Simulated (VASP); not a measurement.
Consider the following.

```
BeO
1.0
    1.35000    -2.33827     0.00000
    1.35000     2.33827     0.00000
    0.00000     0.00000     4.38000
Be O
2 2
Direct
  0.66667   0.33333   0.50000
  0.33333   0.66667   0.00000
  0.66667   0.33333   0.87800
  0.33333   0.66667   0.37800
```

The numbers are results of PBE GGA, VASP's PBE PAW potentials (set 64) (plane waves; VASP), not measurements. Settings: 520 eV cut-off, 6×6×4 Γ-centred mesh, Gaussian smearing of 0.050 eV, potentials Be O.

Gaps are read on the run's mesh, which can miss a band edge.

Q: What does the run give for the energy per atom (σ→0), pressure, band gap (on the k-mesh) with the smallest direct gap where there is one?

A: 
| Item | Result |
|---|---|
| band gap (on the k-mesh) | 7.59 eV |
| smallest direct gap (on the k-mesh) | 7.59 eV |
| energy per atom (σ→0) | -7.114 eV/atom |
| pressure | 3.44 GPa |

Total energies compare only between runs with the same potentials, cut-off and functional.

The compound is BeO in the wurtzite structure. The cell was not relaxed at this level. The k-mesh is coarse (spacing up to 0.45 per Å, 2π included), so the numbers may not be converged in it. The run is one of a series of settings (KPOINTS 6×6×4 Γ-centred mesh against the base run), some of them coarse on purpose.
